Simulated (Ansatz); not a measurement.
Crystal: AlCu.

```
CELL_PARAMETERS angstrom
2.99751 0.00000 0.00000
0.00000 2.99751 0.00000
0.00000 0.00000 2.99751
ATOMIC_POSITIONS crystal
Cu 0.50000 0.50000 0.50000
Al 0.00000 0.00000 0.00000
```

The cell comes from a database or a generator and needn't be the stable form of this composition.

Base run:

| Item | Value |
| --- | --- |
| Program | Ansatz 0.2.0 |
| Functional | BLYP |
| Potentials or basis | Ansatz PAW |
| Cutoff | 420 eV |
| Density cutoff | 1680 eV |
| k mesh | 9 × 9 × 9 |
| Occupations | fermi-dirac, width 0.05 eV |
| Spin | no spin polarisation |

Its results: band gap on the k mesh none (metal or under the smearing width); pressure 4.4 GPa.

Question: The run is repeated on the same cell with these changes: functional from BLYP to r2SCAN; cutoff from 420 eV to 500 eV; density cutoff from 1680 eV to 2000 eV. What comes out?

Answer: Band gap on the k mesh none (metal or under the smearing width); pressure -4.9 GPa.

Caveats: the PAW data sets come from PBE, with cores solved anew for the run's functional, which leaves a small shift of forces and pressure; the potentials were made for another functional, which shifts forces and pressure (some runs).

Not every run made on this cell is shown here.
